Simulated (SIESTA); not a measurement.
The system is Be2C.

```
C Be
1.0
     0.00000    2.16500    2.16500
     2.16500    0.00000    2.16500
     2.16500    2.16500    0.00000
C Be
1 2
Direct
  0.00000 0.00000 0.00000
  0.75000 0.75000 0.75000
  0.25000 0.25000 0.25000
```

```yaml
Program: SIESTA 5.4.2
Task: single point
Functional: PBE
Potentials_or_basis: PseudoDojo 0.4 standard (PBE files)
Basis: DZP (energy shift 0.002 Ry)
Grid_cutoff: 800 Ry
Energy_shift: 0.002 Ry
k_mesh: 11 × 11 × 11
Occupations: fermi-dirac, width 0.05 eV
Spin: no spin polarisation
```

On this cell: pressure 0.8 GPa; largest force zero by symmetry; band gap on the k mesh 0.92 eV, indirect (least direct gap 3.50 eV).

The same run follows on a disturbed copy (atoms moved at random, drawn with an rms of 0.05 Å):

```xyz
3
Lattice="0.0000 2.1650 2.1650 2.1650 0.0000 2.1650 2.1650 2.1650 0.0000" Properties=species:S:1:pos:R:3 pbc="T T T"
C     0.0317    0.0227   -0.0031
Be    3.2876    3.2612    3.2641
Be    1.0909    1.0972    1.0921
```

**Question.** What changes?

**Answer.** The energy moves by +1.1 meV/atom; pressure 1.0 GPa; largest force 0.241 eV/Å; band gap on the k mesh 0.80 eV, indirect (least direct gap 3.38 eV).

Forces in eV/Å, atoms in the order of the input:
```
C   -0.035 -0.009  0.047
Be  -0.207  0.014 -0.060
Be   0.240 -0.005  0.014
```

Stress tensor (GPa, compression positive):
```
 1.11 -0.49 -0.01
-0.49  0.86 -1.28
-0.01 -1.28  0.90
```

Caveats: semicore shells carry a single zeta, which can move pressures by several GPa and volumes by a few percent; an odd mesh through Γ misses points on the zone boundary, where band edges often lie; the basis of atomic orbitals isn't converged, which shifts pressures, moduli and gaps.
